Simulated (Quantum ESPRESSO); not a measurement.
# GaAs (F-43m) in Quantum ESPRESSO: a series of runs

One crystal, GaAs, is run at these levels: PBE, PBE+D2, WC; tasks: Wannier functions, phonons.

Everything below comes from runs of Quantum ESPRESSO 7.5. Logs are shortened: lines on timing, memory, paths and dates and some standing lists are left out, and cuts for length are marked.

**The experiment to reproduce.**

From a printed reference work, textbook, for a bulk crystal of GaAs at 300 K: high-frequency dielectric constant 10.89.

The runs below are set against these values where they give the same quantity.

## Step 1: Starting point

It takes space group F-43m (No. 216, cubic). The conventional cell has a = 5.654 Å, b = 5.654 Å, c = 5.654 Å, α = 90.00°, β = 90.00°, γ = 90.00°. As (site symmetry -43m) has 4 Ga at 2.45 Å as nearest neighbours. Around Ga (site symmetry -43m) lie 4 As at 2.45 Å.

## Step 2: Wannier functions, PBE, spin-orbit coupling, no magnetisation

File pw.in:

```
&CONTROL
  calculation = 'scf'
  prefix = 'pwscf'
  outdir = './tmp'
  pseudo_dir = './pseudo'
  tprnfor = .true.
  tstress = .true.
  disk_io = 'low'
/
&SYSTEM
  ibrav = 0
  nat = 2
  ntyp = 2
  ecutwfc = 84
  nbnd = 42
  occupations = 'smearing'
  smearing = 'fd'
  degauss = 0.00367493
  noncolin = .true.
  lspinorb = .true.
/
&ELECTRONS
  conv_thr = 4d-10
  electron_maxstep = 120
  mixing_beta = 0.5
/
ATOMIC_SPECIES
As    74.9216 As.upf
Ga    69.7230 Ga.upf
CELL_PARAMETERS angstrom
   0.0000000000    2.8268500000    2.8268500000
   2.8268500000    0.0000000000    2.8268500000
   2.8268500000    2.8268500000    0.0000000000
ATOMIC_POSITIONS crystal
As     0.7500000000    0.7500000000    0.7500000000
Ga     0.0000000000    0.0000000000    0.0000000000
K_POINTS automatic
8 8 8 0 0 0
```

File nscf.in:

```
&CONTROL
  calculation = 'nscf'
  prefix = 'pwscf'
  outdir = './tmp'
  pseudo_dir = './pseudo'
  disk_io = 'low'
/
&SYSTEM
  ibrav = 0
  nat = 2
  ntyp = 2
  ecutwfc = 84
  nbnd = 42
  occupations = 'smearing'
  smearing = 'fd'
  degauss = 0.00367493
  noncolin = .true.
  lspinorb = .true.
  nosym = .true.
  noinv = .true.
/
&ELECTRONS
  conv_thr = 1d-09
  electron_maxstep = 120
  mixing_beta = 0.5
  diago_full_acc = .true.
/
ATOMIC_SPECIES
As    74.9216 As.upf
Ga    69.7230 Ga.upf
CELL_PARAMETERS angstrom
   0.0000000000    2.8268500000    2.8268500000
   2.8268500000    0.0000000000    2.8268500000
   2.8268500000    2.8268500000    0.0000000000
ATOMIC_POSITIONS crystal
As     0.7500000000    0.7500000000    0.7500000000
Ga     0.0000000000    0.0000000000    0.0000000000
K_POINTS crystal
64
  0.00000000   0.00000000   0.00000000 1.56250000e-02
  0.00000000   0.00000000   0.25000000 1.56250000e-02
  0.00000000   0.00000000   0.50000000 1.56250000e-02
  0.00000000   0.00000000   0.75000000 1.56250000e-02
  0.00000000   0.25000000   0.00000000 1.56250000e-02
  0.00000000   0.25000000   0.25000000 1.56250000e-02
[... 56 lines left out ...]
  0.75000000   0.75000000   0.50000000 1.56250000e-02
  0.75000000   0.75000000   0.75000000 1.56250000e-02
```

File pw2wan.in:

```
&INPUTPP
  prefix = 'pwscf'
  outdir = './tmp'
  seedname = 'w'
  write_mmn = .true.
  write_amn = .true.
  scdm_proj = .true.
  scdm_entanglement = 'erfc'
  scdm_mu = 6.32
  scdm_sigma = 2
/
```

File bands.in:

```
&CONTROL
  calculation = 'bands'
  prefix = 'pwscf'
  outdir = './tmp'
  pseudo_dir = './pseudo'
  disk_io = 'low'
/
&SYSTEM
  ibrav = 0
  nat = 2
  ntyp = 2
  ecutwfc = 84
  nbnd = 42
  occupations = 'smearing'
  smearing = 'fd'
  degauss = 0.00367493
  noncolin = .true.
  lspinorb = .true.
/
&ELECTRONS
  conv_thr = 1d-08
  electron_maxstep = 120
  mixing_beta = 0.5
  diago_full_acc = .true.
/
ATOMIC_SPECIES
As    74.9216 As.upf
Ga    69.7230 Ga.upf
CELL_PARAMETERS angstrom
   0.0000000000    2.8268500000    2.8268500000
   2.8268500000    0.0000000000    2.8268500000
   2.8268500000    2.8268500000    0.0000000000
ATOMIC_POSITIONS crystal
As     0.7500000000    0.7500000000    0.7500000000
Ga     0.0000000000    0.0000000000    0.0000000000
K_POINTS crystal
77
  0.00000000   0.00000000   0.00000000 1
  0.04166700   0.00000000   0.04166700 1
  0.08333300   0.00000000   0.08333300 1
  0.12500000   0.00000000   0.12500000 1
  0.16666700   0.00000000   0.16666700 1
  0.20833300   0.00000000   0.20833300 1
[... 69 lines left out ...]
  0.53125000   0.06250000   0.53125000 1
  0.50000000   0.00000000   0.50000000 1
```

File w.win:

```
num_wann = 16
num_bands = 32
auto_projections = true
dis_num_iter = 0
num_iter = 400
conv_tol = 1.0d-9
conv_window = 4
num_print_cycles = 40
fermi_energy = 9.1187
bands_plot = true
write_hr = true
mp_grid = 4 4 4
spinors = true
exclude_bands = 1-10
begin unit_cell_cart
ang
  0.0000000000   2.8268500000   2.8268500000
  2.8268500000   0.0000000000   2.8268500000
  2.8268500000   2.8268500000   0.0000000000
end unit_cell_cart
begin atoms_frac
As   0.7500000000   0.7500000000   0.7500000000
Ga   0.0000000000   0.0000000000   0.0000000000
end atoms_frac
begin kpoint_path
G   0.0000000000   0.0000000000   0.0000000000  X   0.5000000000   0.0000000000   0.5000000000
X   0.5000000000   0.0000000000   0.5000000000  W   0.5000000000   0.2500000000   0.7500000000
W   0.5000000000   0.2500000000   0.7500000000  K   0.3750000000   0.3750000000   0.7500000000
K   0.3750000000   0.3750000000   0.7500000000  G   0.0000000000   0.0000000000   0.0000000000
G   0.0000000000   0.0000000000   0.0000000000  L   0.5000000000   0.5000000000   0.5000000000
L   0.5000000000   0.5000000000   0.5000000000  U   0.6250000000   0.2500000000   0.6250000000
U   0.6250000000   0.2500000000   0.6250000000  W   0.5000000000   0.2500000000   0.7500000000
W   0.5000000000   0.2500000000   0.7500000000  L   0.5000000000   0.5000000000   0.5000000000
L   0.5000000000   0.5000000000   0.5000000000  K   0.3750000000   0.3750000000   0.7500000000
U   0.6250000000   0.2500000000   0.6250000000  X   0.5000000000   0.0000000000   0.5000000000
end kpoint_path
bands_num_points = 12
begin kpoints
  0.00000000   0.00000000   0.00000000
  0.00000000   0.00000000   0.25000000
  0.00000000   0.00000000   0.50000000
  0.00000000   0.00000000   0.75000000
  0.00000000   0.25000000   0.00000000
  0.00000000   0.25000000   0.25000000
[... 56 lines left out ...]
  0.75000000   0.75000000   0.50000000
  0.75000000   0.75000000   0.75000000
end kpoints
```

Potentials or basis: PseudoDojo 0.4 FR PBE standard.

Command:

```bash
OMP_NUM_THREADS=1 pw.x -in pw.in > pw.out
OMP_NUM_THREADS=1 pw.x -in nscf.in > nscf.out
wannier90.x -pp w
OMP_NUM_THREADS=1 pw2wannier90.x -in pw2wan.in > pw2wan.out
wannier90.x w
OMP_NUM_THREADS=1 pw.x -in bands.in > bands.out
```

pw.out:

```text
This program is part of the open-source Quantum ESPRESSO suite
     for quantum simulation of materials; please cite
[... 9 lines left out ...]
     --------------------
     sticks:   dense  smooth     PW     G-vecs:    dense   smooth      PW
     Sum        1333    1333    379                31775    31775    5029

     Using Slab Decomposition

     bravais-lattice index     =            0
     lattice parameter (alat)  =       7.5547  a.u.
     unit-cell volume          =     304.8842 (a.u.)^3
     number of atoms/cell      =            2
     number of atomic types    =            2
     number of electrons       =        28.00
     number of Kohn-Sham states=           42
     kinetic-energy cutoff     =      84.0000  Ry
     charge density cutoff     =     336.0000  Ry
     scf convergence threshold =      4.0E-10
     mixing beta               =       0.5000
     number of iterations used =            8  plain     mixing
     Exchange-correlation= PBE
                           (   1   4   3   4   0   0   0)
     Non magnetic calculation with spin-orbit

     celldm(1)=   7.554690  celldm(2)=   0.000000  celldm(3)=   0.000000
     celldm(4)=   0.000000  celldm(5)=   0.000000  celldm(6)=   0.000000

     crystal axes: (cart. coord. in units of alat)
               a(1) = (   0.000000   0.707107   0.707107 )
               a(2) = (   0.707107   0.000000   0.707107 )
               a(3) = (   0.707107   0.707107   0.000000 )

     reciprocal axes: (cart. coord. in units 2 pi/alat)
               b(1) = ( -0.707107  0.707107  0.707107 )
               b(2) = (  0.707107 -0.707107  0.707107 )
               b(3) = (  0.707107  0.707107 -0.707107 )

     PseudoPot. # 1 for As read from file:
     As.upf
     Pseudo is Norm-conserving + core correction, Zval = 15.0
     Generated using ONCVPSP code by D. R. Hamann
     Using radial grid of 1358 points, 10 beta functions with:
                l(1) =   0
                l(2) =   0
                l(3) =   1
                l(4) =   1
                l(5) =   1
                l(6) =   1
                l(7) =   2
                l(8) =   2
                l(9) =   2
               l(10) =   2

     PseudoPot. # 2 for Ga read from file:
     Ga.upf
     Pseudo is Norm-conserving + core correction, Zval = 13.0
     Generated using ONCVPSP code by D. R. Hamann
     Using radial grid of 1926 points, 10 beta functions with:
                l(1) =   0
                l(2) =   0
                l(3) =   1
                l(4) =   1
                l(5) =   1
                l(6) =   1
                l(7) =   2
                l(8) =   2
                l(9) =   2
               l(10) =   2

     atomic species   valence    mass     pseudopotential
     As               15.00    74.92160     As( 1.00)
     Ga               13.00    69.72300     Ga( 1.00)

     24 Sym. Ops. (no inversion) found

   Cartesian axes

     site n.     atom                  positions (alat units)
         1        As     tau(   1) = (   1.0606602   1.0606602   1.0606602  )
         2        Ga     tau(   2) = (   0.0000000   0.0000000   0.0000000  )

     number of k points=    29  Fermi-Dirac smearing, width (Ry)=  0.0037
                       cart. coord. in units 2pi/alat
        k(    1) = (   0.0000000   0.0000000   0.0000000), wk =   0.0019531
        k(    2) = (   0.0883883   0.0883883  -0.0883883), wk =   0.0156250
        k(    3) = (   0.1767767   0.1767767  -0.1767767), wk =   0.0156250
        k(    4) = (   0.2651650   0.2651650  -0.2651650), wk =   0.0156250
        k(    5) = (  -0.3535534  -0.3535534   0.3535534), wk =   0.0078125
        k(    6) = (   0.1767767   0.0000000   0.0000000), wk =   0.0117188
[... 21 lines left out ...]
        k(   28) = (  -0.7071068   0.1767767  -0.0000000), wk =   0.0234375
        k(   29) = (  -0.7071068   0.3535534   0.0000000), wk =   0.0117188

     Dense  grid:    31775 G-vectors     FFT dimensions: (  45,  45,  45)

     Initial potential from superposition of free atoms

     starting charge      27.9971, renormalised to      28.0000
     Starting wfcs are   36 randomized atomic wfcs +    6 random wfcs

     Self-consistent Calculation

     iteration #  1     ecut=    84.00 Ry     beta= 0.50
     Davidson diagonalization with overlap
     ethr =  1.00E-02,  avg # of iterations =  5.4

     Threshold (ethr) on eigenvalues was too large:
     Diagonalizing with lowered threshold

     Davidson diagonalization with overlap
     ethr =  1.72E-04,  avg # of iterations =  3.4

     total energy              =    -365.04869964 Ry
     estimated scf accuracy    <       0.04828995 Ry

     iteration #  2     ecut=    84.00 Ry     beta= 0.50
     Davidson diagonalization with overlap
     ethr =  1.72E-04,  avg # of iterations =  2.0
[... 43 lines left out ...]
     total energy              =    -365.05489828 Ry
     estimated scf accuracy    <          9.3E-10 Ry

     iteration #  9     ecut=    84.00 Ry     beta= 0.50
     Davidson diagonalization with overlap
     ethr =  3.34E-12,  avg # of iterations =  2.0

     End of self-consistent calculation

          k = 0.0000 0.0000 0.0000 (  3839 PWs)   bands (ev):

   -26.8208 -26.8208 -26.8208 -26.8208 -26.0974 -26.0974 -26.0915 -26.0915
   -26.0915 -26.0915  -6.2507  -6.2507  -6.2507  -6.2507  -5.8248  -5.8248
    -5.7725  -5.7725  -5.7725  -5.7725  -3.9221  -3.9221   8.5800   8.5800
     8.9147   8.9147   8.9147   8.9147   9.3228   9.3228  12.4221  12.4221
    12.6082  12.6082  12.6082  12.6082  16.4093  16.4093  18.9701  18.9701
    18.9701  18.9702

          k = 0.0884 0.0884-0.0884 (  3927 PWs)   bands (ev):
[... 163 lines left out ...]
   -26.8204 -26.8203 -26.8200 -26.8200 -26.0966 -26.0964 -26.0912 -26.0911
   -26.0908 -26.0908  -6.3100  -6.2720  -6.2339  -6.2220  -5.8814  -5.8146
    -5.7769  -5.7763  -5.7620  -5.7531  -1.4597  -1.4595   2.1557   2.2044
     4.9172   4.9756   6.5475   6.5496  10.7706  10.7743  13.4140  13.4769
    16.7375  16.7589  16.8871  16.8914  17.4285  17.5262  19.3883  19.3886
    23.0793  23.0836

          k =-0.7071 0.0000 0.0000 (  3984 PWs)   bands (ev):

   -26.8204 -26.8204 -26.8200 -26.8200 -26.0966 -26.0966 -26.0911 -26.0911
   -26.0908 -26.0908  -6.2935  -6.2935  -6.2294  -6.2294  -5.8474  -5.8474
    -5.7717  -5.7717  -5.7556  -5.7556  -1.4230  -1.4230   1.9925   1.9925
     6.0854   6.0854   6.1695   6.1695  10.2757  10.2757  10.4688  10.4688
    18.9375  18.9375  18.9937  18.9937  19.8026  19.8026  22.1182  22.1203
    22.2493  22.2521

          k = 0.3536 0.1768 0.0000 (  3970 PWs)   bands (ev):

   -26.8206 -26.8206 -26.8204 -26.8203 -26.0970 -26.0968 -26.0915 -26.0914
   -26.0910 -26.0910  -6.2842  -6.2647  -6.2416  -6.2362  -5.8562  -5.8204
    -5.7842  -5.7784  -5.7639  -5.7624  -2.8031  -2.7991   4.1094   4.1400
     6.3750   6.4369   7.4881   7.5288  11.7973  11.9068  12.3016  12.3646
    14.1592  14.1892  15.1234  15.1606  17.2842  17.2960  19.7319  19.7738
    20.2468  20.2665
[... 39 lines left out ...]
   -26.8205 -26.8203 -26.8201 -26.8201 -26.0967 -26.0964 -26.0913 -26.0912
   -26.0909 -26.0908  -6.3093  -6.2678  -6.2340  -6.2235  -5.8851  -5.8032
    -5.7896  -5.7778  -5.7581  -5.7561  -1.6681  -1.6660   2.4202   2.4742
     4.9651   5.0343   6.4818   6.5099  12.1197  12.1723  14.0220  14.0710
    14.1947  14.2988  16.5098  16.5514  17.4972  17.5759  19.2592  19.2727
    22.8959  22.9253

          k =-0.7071 0.1768-0.0000 (  3972 PWs)   bands (ev):

   -26.8205 -26.8203 -26.8200 -26.8200 -26.0966 -26.0964 -26.0911 -26.0911
   -26.0909 -26.0908  -6.3089  -6.2758  -6.2314  -6.2247  -5.8766  -5.8198
    -5.7754  -5.7685  -5.7653  -5.7527  -1.3948  -1.3944   2.0625   2.0979
     5.6059   5.6996   5.7566   5.7861  11.3518  11.3861  11.5354  11.6044
    16.9205  16.9838  17.1138  17.2129  19.7206  19.9158  21.0835  21.1881
    22.1270  22.2057

          k =-0.7071 0.3536 0.0000 (  3972 PWs)   bands (ev):

   -26.8204 -26.8202 -26.8201 -26.8201 -26.0966 -26.0964 -26.0911 -26.0910
   -26.0910 -26.0909  -6.3145  -6.2687  -6.2299  -6.2224  -5.8911  -5.8011
    -5.7844  -5.7759  -5.7592  -5.7559  -1.3659  -1.3652   2.1516   2.2077
     5.2055   5.3272   5.4497   5.4893  13.3171  13.5060  13.5298  13.5632
    14.1712  14.2718  14.8563  14.8616  19.7828  19.9721  21.0301  21.1412
    22.0661  22.1794

     the Fermi energy is     9.1373 ev

!    total energy              =    -365.05489828 Ry
     estimated scf accuracy    <          2.7E-11 Ry
     smearing contrib. (-TS)   =      -0.00000356 Ry
     internal energy E=F+TS    =    -365.05489472 Ry

     The total energy is F=E-TS. E is the sum of the following terms:
     one-electron contribution =    -191.98726984 Ry
     hartree contribution      =     114.69506951 Ry
     xc contribution           =     -89.40986061 Ry
     ewald contribution        =    -198.35283378 Ry

     convergence has been achieved in   9 iterations

     Forces acting on atoms (cartesian axes, Ry/au):

     atom    1 type  1   force =     0.00000000   -0.00000000   -0.00000000
     atom    2 type  2   force =     0.00000000    0.00000000   -0.00000000

     Total force =     0.000000     Total SCF correction =     0.000000

     Computing stress (Cartesian axis) and pressure

          total   stress  (Ry/bohr**3)                   (kbar)     P=       34.28
   0.00023302  -0.00000000  -0.00000000           34.28       -0.00       -0.00
  -0.00000000   0.00023302  -0.00000000           -0.00       34.28       -0.00
   0.00000000  -0.00000000   0.00023302            0.00       -0.00       34.28

=------------------------------------------------------------------------------=
   JOB DONE.
=------------------------------------------------------------------------------=
```

Run time: 14 min. Hardware: 1 thread of Arm Neoverse V1, shared host; peak memory 0.45 GiB.

The run converged, but a check on its numbers failed (symmetry, net force, bounds or a known fault of this set-up), so they aren't taken as properties of the crystal.

Caveat: the set of functions is too small for the bands in its window.

(Part 1 of 2 ends here.)
